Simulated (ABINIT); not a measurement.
**C: equation of state with PBE+D3(BJ)**

**The experiment to reproduce.**

From “Equation of state of cubic boron nitride at high pressures and temperatures”, 2007, arxiv:cond-mat/0702656, for a bulk crystal of C: bulk modulus 444.8 ± 0.8 GPa.

Crystal: C.

```
CELL_PARAMETERS angstrom
0.00000 1.78337 1.78337
1.78337 0.00000 1.78337
1.78337 1.78337 0.00000
ATOMIC_POSITIONS crystal
C 0.75000 0.75000 0.75000
C 0.50000 0.50000 0.50000
```

This isn't the form of C at room conditions, which is graphite.

```yaml
Program: ABINIT 10.8.3 (patched build)
Task: equation of state
Functional: PBE
Dispersion: D3(BJ)
Potentials_or_basis: JTH PAW PBE v2.0
Cutoff: 517 eV
k_mesh: 13 × 13 × 13
Occupations: fermi-dirac, width 0.05 eV
Spin: no spin polarisation
Fine-grid_cutoff: 1034.03 eV
```

```
Equilibrium volume                      : 5.62 Å³/atom
Bulk modulus                            : 455 GPa
Pressure derivative of the bulk modulus : 5.8
```

Energy against volume, from the lowest point:
```tsv
volume (Å³/atom)	energy (meV/atom)
5.332	23.27
5.445	7.85
5.558	0.33
5.672	0.00
5.785	5.88
5.899	16.75
6.012	32.59
```

Wall time 31 s on 1 thread of Arm Neoverse V2, with other jobs on the host, peak memory 0.12 GiB.

Measured bulk modulus of C: 444.8 GPa (quoted in “Equation of state of cubic boron nitride at high pressures and temperatures”, 2007, arxiv:cond-mat/0702656). This calculation gives 455 GPa (+2.4 %). 3 values of this kind are on record (442 to 444.8 GPa); this one was drawn at random among those near their median, those with a stated uncertainty first. The fit is for a static lattice scaled at fixed shape and fixed fractional positions. The cell as given is a measured one (5.67 Å³/atom); PBE+D3(BJ) puts the equilibrium volume -0.9 % from it, thermal expansion not counted.

Caveat: pressures at fixed basis lie under the slope of the energies; the atomic spheres overlap.
